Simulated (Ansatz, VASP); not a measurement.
# N in VASP and in Ansatz

```
CELL_PARAMETERS angstrom
3.62900 0.00000 0.00000
-1.81450 3.14281 0.00000
0.00000 0.00000 5.89000
ATOMIC_POSITIONS crystal
N 0.33333 0.66667 0.25000
N 0.66667 0.33333 0.75000
```

The real solid is made of molecules; this cell is a model form.

Alike in both runs: task single point; functional LDA; k mesh 6 × 6 × 4; occupations gaussian, width 0.1 eV; no spin polarisation.

|  | VASP | Ansatz |
| --- | --- | --- |
| version | VASP 6.6.1 | Ansatz 0.2.0 |
| potentials or method | VASP PAW LDA potentials, release 64 (N) | scalar-relativistic, plane waves, PAW |
| plane-wave cutoff (eV) | 520 | 420 |
| valence electrons in the cell | 10 | 10 |

|  | VASP | Ansatz | Ansatz less VASP |
| --- | --- | --- | --- |
| gap on the k mesh at the Fermi level (eV) | none | none | - |
| pressure (GPa) | -8.5 | -8.5 | +0.08 |
| largest component of the traceless stress (GPa) | 0.07 | 0.07 | -0.009 |

A gap of «none» marks a metal or a gap that the smearing closes.
